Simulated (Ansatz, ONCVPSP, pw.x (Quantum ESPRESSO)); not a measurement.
**What a changed setting does to a pw.x run (bcc Ti)**

Potential: optimised norm-conserving Vanderbilt (ONCV), ONCVPSP 4.0.1.1 (patched build), PBE; core [Ne], reference 3s2 3p6 3d2 4s2; waves: 3s+4s: rc 1.65 bohr, ncon 4, nbas 7, qcut 5.9 1/bohr, 2 projectors; 3p: rc 1.10 bohr, ncon 4, nbas 7, qcut 9.1 1/bohr, 2 projectors, debl 2.6 Ha; 3d: rc 1.95 bohr, ncon 5, nbas 10, qcut 8.4 1/bohr, 2 projectors, debl 5.05 Ha; local part: polynomial inside 0.90 bohr (lpopt 5, dvloc0 1 Ha); core correction: none.

The reference run (k-mesh 14³, cutoffs 105/420 Ry, Fermi–Dirac 0.01 Ry, mixing_beta 0.4, conv_thr 1e-9, no spin) gives 0.36 GPa at 17.343 Å³/atom, where all-electron LAPW gives 0.23 GPa. This run, with its own iteration cap, changes ecutrho/ecutwfc to 16.

```
&control
  calculation='scf', prefix='x', pseudo_dir='./', outdir='./tmp', tstress=.true., disk_io='none'
/
&system
  ibrav=0, nat=1, ntyp=1, ecutwfc=105, ecutrho=1680, nbnd=14,
  occupations='smearing', smearing='fd', degauss=0.01
/
&electrons
  conv_thr=1e-09, mixing_beta=0.4, electron_maxstep=60
/
ATOMIC_SPECIES
Ti 1.0 Ti.UPF
CELL_PARAMETERS angstrom
  -1.63062743 1.63062743 1.63062743
  1.63062743 -1.63062743 1.63062743
  1.63062743 1.63062743 -1.63062743
ATOMIC_POSITIONS crystal
Ti 0.0000 0.0000 0.0000
K_POINTS automatic
14 14 14 0 0 0
```

```bash
pw.x < Ti.scf.in > Ti.scf.out
```

Task: How does the run end?

Result: It converges in 8 iterations; the free energy moves by +0.0 meV/atom and the pressure by +0.00 GPa. The result is that of the reference run.

```
Message from routine setup:
     no reason to have ecutrho>4*ecutwfc
     Message from routine setup:
     using ibrav=0 with symmetry is DISCOURAGED, use correct ibrav instead
     lattice parameter (alat)  =       5.3372  a.u.
     unit-cell volume          =     117.0364 (a.u.)^3
     number of electrons       =        12.00
     number of Kohn-Sham states=           14
     kinetic-energy cutoff     =     105.0000  Ry
     charge density cutoff     =    1680.0000  Ry
     scf convergence threshold =      1.0E-09
     Exchange-correlation= PBE
     number of k points=   104  Fermi-Dirac smearing, width (Ry)=  0.0100
     iteration #  1     ecut=   105.00 Ry     beta= 0.40
     total energy              =    -116.56838288 Ry
     estimated scf accuracy    <       0.03540526 Ry
     iteration #  2     ecut=   105.00 Ry     beta= 0.40
     total energy              =    -116.57448721 Ry
     estimated scf accuracy    <       0.00044174 Ry
     iteration #  3     ecut=   105.00 Ry     beta= 0.40
     total energy              =    -116.57453087 Ry
     estimated scf accuracy    <       0.00013575 Ry
     iteration #  4     ecut=   105.00 Ry     beta= 0.40
     total energy              =    -116.57453582 Ry
     estimated scf accuracy    <       0.00000300 Ry
     iteration #  5     ecut=   105.00 Ry     beta= 0.40
     total energy              =    -116.57453573 Ry
     estimated scf accuracy    <       0.00000063 Ry
     iteration #  6     ecut=   105.00 Ry     beta= 0.40
     total energy              =    -116.57453582 Ry
     estimated scf accuracy    <       0.00000003 Ry
     iteration #  7     ecut=   105.00 Ry     beta= 0.40
     total energy              =    -116.57453582 Ry
     estimated scf accuracy    <          3.8E-09 Ry
     iteration #  8     ecut=   105.00 Ry     beta= 0.40
     the Fermi energy is    13.1618 ev
!    total energy              =    -116.57453582 Ry
     estimated scf accuracy    <          1.3E-11 Ry
     smearing contrib. (-TS)   =      -0.01026036 Ry
     The total energy is F=E-TS. E is the sum of the following terms:
     one-electron contribution =     -41.42977947 Ry
     hartree contribution      =      24.41763406 Ry
     xc contribution           =     -14.51887553 Ry
     ewald contribution        =     -85.03325452 Ry
     convergence has been achieved in   8 iterations
          total   stress  (Ry/bohr**3)                   (kbar)     P=        3.58
     Message from routine punch:
     Nothing written, as per user request (disk_io='none')
```

The run took about 72 s on one core of a shared host (Neoverse-N1, 64 threads, 124 GiB, load 60).
